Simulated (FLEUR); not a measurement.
# Magnetic state of 1 ML Co on Os(0001), fcc site, 1 substrate layers from several starts, part 2 of 2

Aim: find out whether 1 ML Co on Os(0001), fcc site, 1 substrate layers carries moments, and which collinear order costs least.

FLEUR MaX-R8.1; PBE; all-electron FLAPW film, Dirac cores, scalar-relativistic bands.

So far, largest spin moment in the muffin-tin sphere (μB): step 2 (run 1 (ferro +)) 1.81; step 3 (start 2: antiferro q=(0,1/2,0) +-) 1.63.

## (4) Order 3, typed as no spin polarisation

Without spin polarisation no moment can form, so the difference from the other runs is what forming moments gains.

The k list default-1 (kpts.xml, not shown) is a Γ-centred 12×12×1 mesh.

The input, inp.xml:

```
<?xml version="1.0" encoding="UTF-8" standalone="no"?>
<fleurInput fleurInputVersion="0.39">
   <comment>
      CoOs
   </comment>
   <calculationSetup>
      <cutoffs Kmax="3.6" Gmax="10.8" GmaxXC="10.8" numbands="0"/>
      <scfLoop itmax="120" minDistance="0.00002" maxIterBroyd="15" imix="Anderson" alpha="0.03" precondParam="0.0" spinf="2.0" sdNocoIR="T"/>
      <coreElectrons ctail="T" frcor="F" kcrel="0" coretail_lmax="0"/>
      <xcFunctional name="pbe" relativisticCorrections="F"/>
      <magnetism jspins="1"/>
      <soc l_soc="F" theta="0.0" phi="0.0" spav="F"/>
      <expertModes spex="0" secvar="F"/>
      <geometryOptimization l_f="F" forcealpha="1.0" forcemix="BFGS" epsdisp="0.00001" epsforce="0.00001"/>
      <ldaU l_linMix="F" mixParam="0.05" spinf="1.0"/>
   </calculationSetup>
   <cell>
      <bzIntegration valenceElectrons="31.0" mode="hist" fermiSmearingEnergy="0.00183747">
         <kPointListSelection listName="default-1"/>
         <xi:include xmlns:xi="http://www.w3.org/2001/XInclude" href="kpts.xml"> </xi:include>
      </bzIntegration>
      <xi:include xmlns:xi="http://www.w3.org/2001/XInclude" href="sym.xml"> </xi:include>
      <filmLattice scale="1.0" dVac="9.44" dTilda="11.94">
         <bravaisMatrixFilm>
            <row-1>    5.1667001356448914     0.0000000143052268</row-1>
            <row-2>   -2.5833500802096001     4.4744935640505812</row-2>
         </bravaisMatrixFilm>
         <vacuumEnergyParameters vacuum="1" spinUp="-.25" spinDown="-.25"/>
         <vacuumEnergyParameters vacuum="2" spinUp="-.25" spinDown="-.25"/>
      </filmLattice>
   </cell>
   <atomSpecies>
      <species name="Osmium (Os)" element="Os" atomicNumber="76">
         <mtSphere radius="2.35" gridPoints="777" logIncrement="0.017"/>
         <atomicCutoffs lmax="8" lnonsphr="6"/>
         <electronConfig flipSpins="F">
            <coreConfig>(1s1/2) (2s1/2) (2p1/2) (2p3/2) (3s1/2) (3p1/2) (3p3/2) (4s1/2) (3d3/2) (3d5/2) (4p1/2) (4p3/2) (5s1/2) (4d3/2) (4d5/2) (4f5/2) (4f7/2)</coreConfig>
            <valenceConfig>(5p1/2) (5p3/2) (6s1/2) (5d3/2) (5d5/2)</valenceConfig>
            <stateOccupation state="(5d3/2)" spinUp="1.200000" spinDown="1.200000"/>
            <stateOccupation state="(5d5/2)" spinUp="1.800000" spinDown="1.800000"/>
         </electronConfig>
         <energyParameters s="6" p="6" d="5" f="5"/>
         <lo type="SCLO" l="1" n="5" eDeriv="0"/>
      </species>
      <species name="Cobalt (Co)" element="Co" atomicNumber="27">
         <mtSphere radius="2.35" gridPoints="777" logIncrement="0.016"/>
         <atomicCutoffs lmax="8" lnonsphr="6"/>
         <electronConfig flipSpins="F">
            <coreConfig>(1s1/2) (2s1/2) (2p1/2) (2p3/2)</coreConfig>
            <valenceConfig>(3s1/2) (3p1/2) (3p3/2) (4s1/2) (3d3/2) (3d5/2)</valenceConfig>
            <stateOccupation state="(3d3/2)" spinUp="1.400000" spinDown="1.400000"/>
            <stateOccupation state="(3d5/2)" spinUp="2.100000" spinDown="2.100000"/>
         </electronConfig>
         <energyParameters s="4" p="4" d="3" f="4"/>
         <lo type="SCLO" l="0" n="3" eDeriv="0"/>
         <lo type="SCLO" l="1" n="3" eDeriv="0"/>
      </species>
   </atomSpecies>
   <atomGroups>
      <atomGroup species="Osmium (Os)">
         <filmPos label="                   1">.0000000000 .0000000000 -1.9722794132</filmPos>
         <force calculate="T" relaxXYZ="TTT"/>
      </atomGroup>
      <atomGroup species="Cobalt (Co)">
         <filmPos label="                   2">-1.000/3.000 1.000/3.000 1.9722794132</filmPos>
         <force calculate="T" relaxXYZ="TTT"/>
      </atomGroup>
   </atomGroups>
   <output dos="F" band="F" slice="F">
      <bandDOS minEnergy="-.5*Htr" maxEnergy="0.5*Htr" sigma="0.015" storeEVData="T"/>
      <plotting iplot="0" polar="F">
         <plot TwoD="T" vec1="  1.0  0.0  0.0" vec2="  0.0  1.0  0.0" vec3="  0.0  0.0  1.0" zero="  0.0  0.0 -0.5" file="plot"/>
      </plotting>
      <moessbauerParams electricFieldGradient="F" isomerShift="F" coreHyperfine="F" valenceHyperfine="F"/>
   </output>
</fleurInput>
```

The input, crystal.txt:

```
CoOs
&input film=T cartesian=F /
2.73409996739  0.00000000757  0.00000000000
-1.36704999025  2.36780002446  0.00000000000
0.00000000000  0.00000000000  1.00000000000
1.8897261246
1.0 1.0 1.0

2
76 0.00000000000  0.00000000000  -1.97227941323
27 0.66666666667  0.33333333333  1.97227941323

&kpt div1=12 div2=12 div3=1 gamma=T /
```

Run with:

```bash
OMP_NUM_THREADS=1 inpgen -f crystal.txt > inpgen.log  # inp.xml is then edited as shown
OMP_NUM_THREADS=1 mpirun -n 2 fleur_MPI > fleur.log
```

The log of the run:

```text
[banner, memory and clock lines left out]
Welcome to FLEUR        (www.flapw.de)
      MaX-Release 8.1          (www.max-centre.eu)

 ========== k-point set info ==========
 Selected k-point list: default-1
 k-point list type: mesh
 0 x 0 x 0
 Number of k points: 20

 [... set-up left out ...]
 Iteration:     1   Distance:      24.91792457 me/bohr^3
 Iteration:     2   Distance:      15.02121236 me/bohr^3
 Iteration:     3   Distance:      16.47075896 me/bohr^3
 Iteration:     4   Distance:       9.72376882 me/bohr^3
 Iteration:     5   Distance:       9.56743093 me/bohr^3
[...]
<FermiEnergy value="-0.1660108242" units="Htr"/>
         [... left out ...]
         <totalEnergy value="   -18675.3545748887" units="Htr">
            <sumOfEigenvalues value="   -11457.1182732719">
               <coreElectrons value="-11420.7485740505"/>
               <valenceElectrons value="-36.3696992214"/>
            </sumOfEigenvalues>
         [... left out ...]
            <freeEnergy value="-18675.3565172398"/>
            <extrapolationTo0K value="-18675.3555460643"/>
         </totalEnergy>
         <densityConvergence units="me/bohr^3">
            <chargeDensity spin="1" distance="0.0000150128"/>
         </densityConvergence>
      </iteration>
```

The job ended after 25 s (2 MPI ranks of Arm Neoverse V1, shared host; peak memory 0.14 GiB; 49 s of CPU time).

Numbers from this step:

```yaml
free_energy: -508182.3395 eV
program_s_band_gap_on_this_mesh_in_a_metal_only_a_level_spacing: 0.008532 eV
final_state: non-magnetic (no spin polarisation)
```

It lies 260 meV a seeded atom over the first start.

## (5) The states side by side

Free energies are divided by the number of seeded atoms, so that cells of unlike size compare. Wavevectors q in the names are fractions of the primitive cell's reciprocal vectors.

Orders:

| start | final state | typed order kept | energy over the lowest (meV a seeded atom) | largest sphere moment (μB) | net moment (μB a primitive cell) | mesh matched | CPU time (s) |
| --- | --- | --- | --- | --- | --- | --- | --- |
| ferro + | ferromagnetic | yes | 0 | 1.815 | 1.868 | yes | 104.9 |
| antiferro q=(0,1/2,0) +- | antiferromagnetic | yes | 133.2 | 1.628 | 0 | yes | 929.3 |
| no spin polarisation | non-magnetic | - | 259.8 | 0 | 0 | yes | 48.89 |

## (6) Spin–orbit coupling, moments along z

Spin–orbit coupling ties the spins to the lattice and lets orbital moments form.

A new self-consistent run of the start ferro +, with the moments along z.

The input, inp.xml:

```
<?xml version="1.0" encoding="UTF-8" standalone="no"?>
<fleurInput fleurInputVersion="0.39">
   <comment>
      CoOs
   </comment>
   <calculationSetup>
      <cutoffs Kmax="3.6" Gmax="10.8" GmaxXC="10.8" numbands="71"/>
      <scfLoop itmax="120" minDistance="0.00002" maxIterBroyd="15" imix="Anderson" alpha="0.03" precondParam="0.0" spinf="2.0" sdNocoIR="T"/>
      <coreElectrons ctail="T" frcor="F" kcrel="0" coretail_lmax="0"/>
      <xcFunctional name="pbe" relativisticCorrections="F"/>
      <magnetism jspins="2"/>
      <soc l_soc="T" theta="0.0" phi="0.0" spav="F"/>
      <expertModes spex="0" secvar="F"/>
      <geometryOptimization l_f="F" forcealpha="1.0" forcemix="BFGS" epsdisp="0.00001" epsforce="0.00001"/>
      <ldaU l_linMix="F" mixParam="0.05" spinf="1.0"/>
   </calculationSetup>
   <cell>
      <bzIntegration valenceElectrons="31.0" mode="hist" fermiSmearingEnergy="0.00183747">
         <kPointListSelection listName="default-1"/>
         <xi:include xmlns:xi="http://www.w3.org/2001/XInclude" href="kpts.xml"> </xi:include>
      </bzIntegration>
      <xi:include xmlns:xi="http://www.w3.org/2001/XInclude" href="sym.xml"> </xi:include>
      <filmLattice scale="1.0" dVac="9.44" dTilda="11.94">
         <bravaisMatrixFilm>
            <row-1>    5.1667001356448914     0.0000000143052268</row-1>
            <row-2>   -2.5833500802096001     4.4744935640505812</row-2>
         </bravaisMatrixFilm>
         <vacuumEnergyParameters vacuum="1" spinUp="-.25" spinDown="-.25"/>
         <vacuumEnergyParameters vacuum="2" spinUp="-.25" spinDown="-.25"/>
      </filmLattice>
   </cell>
   <atomSpecies>
      <species name="Osmium (Os)" element="Os" atomicNumber="76">
         <mtSphere radius="2.35" gridPoints="777" logIncrement="0.017"/>
         <atomicCutoffs lmax="8" lnonsphr="6"/>
         <electronConfig flipSpins="F">
            <coreConfig>(1s1/2) (2s1/2) (2p1/2) (2p3/2) (3s1/2) (3p1/2) (3p3/2) (4s1/2) (3d3/2) (3d5/2) (4p1/2) (4p3/2) (5s1/2) (4d3/2) (4d5/2) (4f5/2) (4f7/2)</coreConfig>
            <valenceConfig>(5p1/2) (5p3/2) (6s1/2) (5d3/2) (5d5/2)</valenceConfig>
            <stateOccupation state="(5d3/2)" spinUp="1.200000" spinDown="1.200000"/>
            <stateOccupation state="(5d5/2)" spinUp="1.800000" spinDown="1.800000"/>
         </electronConfig>
         <energyParameters s="6" p="6" d="5" f="5"/>
         <lo type="SCLO" l="1" n="5" eDeriv="0"/>
      </species>
      <species name="Cobalt (Co2.000" element="Co" atomicNumber="27">
         <mtSphere radius="2.35" gridPoints="777" logIncrement="0.016"/>
         <atomicCutoffs lmax="8" lnonsphr="6"/>
         <electronConfig flipSpins="F">
            <coreConfig>(1s1/2) (2s1/2) (2p1/2) (2p3/2)</coreConfig>
            <valenceConfig>(3s1/2) (3p1/2) (3p3/2) (4s1/2) (3d3/2) (3d5/2)</valenceConfig>
            <stateOccupation state="(3d3/2)" spinUp="1.5" spinDown="1.3"/>
            <stateOccupation state="(3d5/2)" spinUp="3.0" spinDown="1.2"/>
         </electronConfig>
         <energyParameters s="4" p="4" d="3" f="4"/>
         <lo type="SCLO" l="0" n="3" eDeriv="0"/>
         <lo type="SCLO" l="1" n="3" eDeriv="0"/>
      </species>
   </atomSpecies>
   <atomGroups>
      <atomGroup species="Osmium (Os)">
         <filmPos label="                   1">.0000000000 .0000000000 -1.9722794132</filmPos>
         <force calculate="T" relaxXYZ="TTT"/>
      </atomGroup>
      <atomGroup species="Cobalt (Co2.000">
         <filmPos label="                   2">-1.000/3.000 1.000/3.000 1.9722794132</filmPos>
         <force calculate="T" relaxXYZ="TTT"/>
      </atomGroup>
   </atomGroups>
   <output dos="F" band="F" slice="F">
      <bandDOS minEnergy="-.5*Htr" maxEnergy="0.5*Htr" sigma="0.015" storeEVData="T"/>
      <plotting iplot="0" polar="F">
         <plot TwoD="T" vec1="  1.0  0.0  0.0" vec2="  0.0  1.0  0.0" vec3="  0.0  0.0  1.0" zero="  0.0  0.0 -0.5" file="plot"/>
      </plotting>
      <moessbauerParams electricFieldGradient="F" isomerShift="F" coreHyperfine="F" valenceHyperfine="F"/>
   </output>
</fleurInput>
```

The input, crystal.txt:

```
CoOs
&input film=T cartesian=F /
2.73409996739  0.00000000757  0.00000000000
-1.36704999025  2.36780002446  0.00000000000
0.00000000000  0.00000000000  1.00000000000
1.8897261246
1.0 1.0 1.0

2
76 0.00000000000  0.00000000000  -1.97227941323
27 0.66666666667  0.33333333333  1.97227941323 : 2.000

&soc 0.0000000 0.0000000 /
&kpt div1=12 div2=12 div3=1 gamma=T /
```

The log of the run:

```text
[banner, memory and clock lines left out]
Welcome to FLEUR        (www.flapw.de)
      MaX-Release 8.1          (www.max-centre.eu)

 ========== k-point set info ==========
 Selected k-point list: default-1
 k-point list type: mesh
 12 x 12 x 1
 Number of k points: 50

 [... set-up left out ...]
 Iteration:     1   Distance:      14.28154234 me/bohr^3
 Iteration:     2   Distance:      14.34152388 me/bohr^3
 Iteration:     3   Distance:      14.13151800 me/bohr^3
 Iteration:     4   Distance:       8.17066670 me/bohr^3
 Iteration:     5   Distance:       7.29855426 me/bohr^3
 Iteration:     6   Distance:       3.68809994 me/bohr^3
 Iteration:     7   Distance:       3.28081147 me/bohr^3
 Iteration:     8   Distance:       1.69034393 me/bohr^3
 Iteration:     9   Distance:       1.64020013 me/bohr^3
 Iteration:    10   Distance:       0.87671492 me/bohr^3
[... 18 iterations left out ...]
 Iteration:    29   Distance:       0.00091166 me/bohr^3
 Iteration:    30   Distance:       0.00083066 me/bohr^3
 Iteration:    31   Distance:       0.00081445 me/bohr^3
 Iteration:    32   Distance:       0.00068252 me/bohr^3
 Iteration:    33   Distance:       0.00019082 me/bohr^3
 Iteration:    34   Distance:       0.00015492 me/bohr^3
 Iteration:    35   Distance:       0.00004591 me/bohr^3
 Iteration:    36   Distance:       0.00004435 me/bohr^3
 Iteration:    37   Distance:       0.00002915 me/bohr^3
 Iteration:    38   Distance:       0.00000834 me/bohr^3

 ********************************************************************
 Run finished successfully
 Stop message:
   all done
 ********************************************************************

--- out.xml (last complete iteration) ---
<iteration numberForCurrentRun="   38" overallNumber="   38">
         [... left out ...]
         <bandgap value="0.0000000000" units="eV"/>
         <sumValenceSingleParticleEnergies value="-36.7864553410" units="Htr"/>
         <FermiEnergy value="-0.1716988006" units="Htr"/>
         [... left out ...]
         <magneticMomentsInMTSpheres units="muBohr">
            <globalMagMoment atomType="1" vec="0.00000   0.00000   0.10887"/>
            <globalMagMoment atomType="2" vec="0.00000   0.00000   1.80405"/>
         </magneticMomentsInMTSpheres>
         <orbitalMomentsInMTSpheres units="muBohr">
            <globalMagMoment atomType="1" vec="0.00000   0.00000   0.01405"/>
            <globalMagMoment atomType="2" vec="0.00000   0.00000   0.12361"/>
         </orbitalMomentsInMTSpheres>
         [... left out ...]
         <totalEnergy value="   -18675.4053208140" units="Htr">
            <sumOfEigenvalues value="   -11457.8667145497">
               <coreElectrons value="-11421.0802592087"/>
               <valenceElectrons value="-36.7864553410"/>
            </sumOfEigenvalues>
         [... left out ...]
            <freeEnergy value="-18675.4060764900"/>
            <extrapolationTo0K value="-18675.4056986520"/>
         </totalEnergy>
         <densityConvergence units="me/bohr^3">
            <chargeDensity spin="1" distance="0.0000049839"/>
            <chargeDensity spin="2" distance="0.0000049920"/>
            <overallChargeDensity distance="0.0000083411"/>
            <spinDensity distance="0.0000054723"/>
         </densityConvergence>
      </iteration>
```

Elapsed: 2.6 min, on 2 MPI ranks; peak memory 0.26 GiB.

This step gave:

```yaml
free_energy: -508183.6880 eV
program_s_band_gap_on_this_mesh_in_a_metal_only_a_level_spacing: 0 eV
magnetization: 1.859 μB
final_state: ferromagnetic
largest_moment: 1.804 μB
orbital_moment_along_the_spin: 0.1236 μB
```

Orbital moment in the sphere, along the spin axis by atom:

| atom | orbital moment in the sphere, along the spin axis (μB) |
| --- | --- |
| Os1 | 0.014 |
| Co2 | 0.124 |

## (7) Summary of results

* lowest state found: ferromagnetic (typed ferro +)
* largest site spin moment: 1.81 μB
* next finished state: antiferromagnetic, 133 meV a seeded atom higher
* energy gained by spin polarisation: 260 meV a seeded atom
* orbital moment on the atom of largest spin, along its spin (spin–orbit run): 0.124 μB

The lowest state found is ferromagnetic, reached from the start ferro +, with moments up to 1.81 μB. The next finished state costs 133 meV a seeded atom. The orbital moment is parallel to the spin, as Hund's third rule has it for a shell over half filled. Only 3 starts were tried; other patterns of signs, canted and longer-period orders were not. With one substrate layer the cell is a free-standing, unrelaxed film and no surface; fcc and hcp sites are then the same.

[Logs and program files are shortened in this print: banners, set-up blocks, solver, clock and traceback lines can be left out without a mark of their own.]

[Logs are printed without paths, hosts, clocks, repeated set-up lines and the standing remarks that a program may print on its own settings, such as how far it seeks lower states.]

[Hosts, paths, dates, database ids (printed as entryN), source tags and the programs' standing remarks are cut or masked in the printed files.]

[Where a cell is said to come from a database of computed structures, the database is the Materials Project.]
